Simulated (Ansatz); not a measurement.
# TiO2 (rutile type): the cost of one run

Computed with Ansatz 0.2.0 (DFT PBEsol, with the methods named in each step, unless a step's input says otherwise).

### Step 1. The system as given

The structure is tetragonal, space group P4_2/mnm (No. 136). The conventional cell has a = 4.591 Å, b = 4.591 Å, c = 2.939 Å, α = 90.00°, β = 90.00°, γ = 90.00°. Ti (site symmetry mmm) has 6 O at 1.94 to 1.98 Å in its first shell of neighbours. O (site symmetry m2m) has 3 Ti at 1.94 to 1.98 Å in its first shell of neighbours.

Coordinates:

```cif
data_structure
_symmetry_space_group_name_H-M 'P 1'
_symmetry_Int_Tables_number 1
_cell_length_a 4.5910
_cell_length_b 4.5910
_cell_length_c 2.9390
_cell_angle_alpha 90.000
_cell_angle_beta 90.000
_cell_angle_gamma 90.000
_cell_volume 61.95
loop_
_atom_site_label
_atom_site_type_symbol
_atom_site_fract_x
_atom_site_fract_y
_atom_site_fract_z
_atom_site_occupancy
Ti1 Ti 0.00000 0.00000 0.00000 1
Ti2 Ti 0.50000 0.50000 0.50000 1
O1 O 0.30442 0.30442 0.00000 1
O2 O 0.69558 0.69558 0.00000 1
O3 O 0.80442 0.19558 0.50000 1
O4 O 0.19558 0.80442 0.50000 1
```

Whether this phase is the stable one at these pressures isn't tested.

Atoms are numbered in the order of the input: Ti1, Ti2, O3, O4, O5, O6.

### Step 2. The reference volume, LAPW

Contents of input.yaml:

```yaml
crystal:
  lattice:
    - [4.5910104478, 0.0, 0.0]
    - [0.0, 4.5910104478, 0.0]
    - [0.0, 0.0, 2.9390359093]
  atoms:
    - { symbol: Ti, position: [0.0, 0.0, 0.0] }
    - { symbol: Ti, position: [0.5, 0.5, 0.5] }
    - { symbol: O, position: [0.3044219473, 0.3044219473, 0.0] }
    - { symbol: O, position: [0.6955780527, 0.6955780527, 0.0] }
    - { symbol: O, position: [0.8044219473, 0.1955780527, 0.5] }
    - { symbol: O, position: [0.1955780527, 0.8044219473, 0.5] }
kpoints:
  mp_grid: { grid: [8, 8, 11] }
  band_path:
    path:
      - [0.0, 0.0, 0.0]
      - [0.0, 0.5, 0.0]
      - [0.5, 0.5, 0.0]
      - [0.0, 0.0, 0.0]
      - [0.0, 0.0, 0.5]
      - [0.0, 0.5, 0.5]
      - [0.5, 0.5, 0.5]
      - [0.0, 0.0, 0.5]
      - [0.0, 0.5, 0.0]
    npoints: 14
scf:
  occupations: { method: fermi_dirac, width: 0.05 }
hamiltonian:
  xc: pbesol
  pseudopotentials: { kind: all_electron, lapw: { basis_error: 0.001 } }
output:
  forces: true
  stress: true
  eigenvalues: true
  populations: true
  dos: { projected: true, de: 0.2, e_range: [-14, 8] }
```

The run is started by

```bash
$ ansatz run input.yaml --threads 2 --pin off --max-ram 5120MiB --backend cpu --events-out ev --progress --plain --runs-dir out
```

**Question.** How long does this run take on 2 threads of AMD EPYC (Zen 3), shared host, and how much memory does it need?

About 2.6 min, with a peak of 1 GiB.
